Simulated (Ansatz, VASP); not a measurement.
**One calculation of Ir, two programs**

```
Ir
1.0
    -1.62072    1.62072    1.62072
     1.62072   -1.62072    1.62072
     1.62072    1.62072   -1.62072
Ir
1
Direct
  0.00000 0.00000 0.00000
```

Alike in both runs: task single point; functional revPBE; k mesh 16 × 16 × 16; occupations fermi-dirac, width 0.1 eV; no spin polarisation.

|  | VASP | Ansatz |
| --- | --- | --- |
| version | VASP 6.6.1 | Ansatz 0.2.0 |
| potentials or method | VASP PAW PBE potentials, release 64 (Ir) | plane waves (420 eV) with PAW, scalar-relativistic |
| plane-wave cutoff (eV) | 520 | 420 |
| valence electrons in the cell | 9 | 17 |

|  | VASP | Ansatz | Ansatz less VASP |
| --- | --- | --- | --- |
| pressure (GPa) | -24.6 | -24.8 | -0.17 |

The two sets of potentials don't hold the same shells in valence.

Caveats: so large a pressure means that the cell lies far from this level's equilibrium, or that cutoff or potentials fall short (VASP); the potentials were made for another functional, which shifts forces and pressure (VASP). Spin-orbit coupling is left out, which matters for the levels of Ir.
